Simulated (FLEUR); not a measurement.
# La2O3: equation of state with PBEsol

La2O3:

```
La O
1.0
     3.93078    0.00000    0.00000
    -1.96539    3.40415    0.00000
     0.00000    0.00000    6.11195
La O
2 3
Direct
  0.33333 0.66667 0.24624
  0.66667 0.33333 0.75376
  0.00000 0.00000 0.00000
  0.33333 0.66667 0.64589
  0.66667 0.33333 0.35411
```

The cell is a database's computed one.

* Program: FLEUR MaX-R8.1 (later development tree)
* Task: equation of state
* Functional: PBEsol
* Potentials or basis: all-electron
* Basis: FLAPW
* Kmax: 4.56 1/bohr
* k mesh: 8 × 8 × 5
* Occupations: fermi-dirac, width 0.05 eV
* Spin: no spin polarisation

```json
{"Equilibrium volume": "16.00 Å³/atom", "Bulk modulus at fixed shape and positions": "142 GPa", "Pressure derivative of the bulk modulus": "4.5 (rough: it moves with the points fitted)"}
```

Energy against volume, from the lowest point:
| volume (Å³/atom) | energy (meV/atom) |
| --- | --- |
| 15.375 | 11.45 |
| 15.703 | 2.43 |
| 16.030 | 0.00 |
| 16.357 | 3.48 |
| 16.684 | 12.14 |
| 17.011 | 25.47 |
| 17.338 | 43.11 |

Caveat: the cell was scaled at fixed shape and fractional positions, which overstates the stiffness of a crystal with free parameters, most of all of layers and chains. The run has no spin-orbit coupling, so splittings on La are missing.
